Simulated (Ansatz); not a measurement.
Crystal: Ge.

```
CELL_PARAMETERS angstrom
1.39715 -2.60052 0.00000
1.39715 2.60052 0.00000
0.00000 0.00000 2.69823
ATOMIC_POSITIONS crystal
Ge 0.50000 0.50000 0.00000
```

This isn't the form of Ge at room conditions, which is diamond.

| Item | Value |
| --- | --- |
| Program | Ansatz 0.2.0 |
| Task | relaxation of cell and atoms |
| Functional | BLYP |
| Dispersion | D4 |
| Potentials or basis | Ansatz PAW |
| Cutoff | 420 eV (not typed: the program's choice for these potentials) |
| k mesh | 11 × 11 × 10 |
| Occupations | fermi-dirac, width 0.05 eV |
| Spin | no spin polarisation |

At the start: volume 19.61 Å³/atom.

Question: How do energy, volume and symmetry change on relaxing?

Answer: It ends after 7 steps and the volume is 19.59 Å³/atom (-0.1 %); space group P6/mmm (No. 191, to 0.05 Å).

Step by step:
| step | energy change (eV) | largest force (eV/Å) | volume (Å³) |
| --- | --- | --- | --- |
| 1 | 0.0000 | 0.0000 | 19.61 |
| 2 | -0.0046 | 0.0000 | 19.46 |
| 3 | -0.0055 | 0.0000 | 19.65 |
| 4 | -0.0058 | 0.0000 | 19.55 |
| 5 | -0.0058 | 0.0000 | 19.59 |
| 6 | -0.0058 | 0.0000 | 19.59 |
| 7 | -0.0059 | 0.0000 | 19.59 |

Final structure:
```xyz
1
Lattice="1.4381 -2.4987 0.0000 1.4381 2.4987 0.0000 0.0000 0.0000 2.7254" Properties=species:S:1:pos:R:3 pbc="T T T"
Ge    1.4381    0.0000    0.0000
```

Caveat: the plane-wave basis is chosen anew once the cell has moved, so the energies of steps on either side of that aren't comparable; pairwise dispersion overbinds metals, which lowers pressure and volume; the PAW data sets come from PBE, with cores solved anew for the run's functional, which leaves a small shift of forces and pressure.
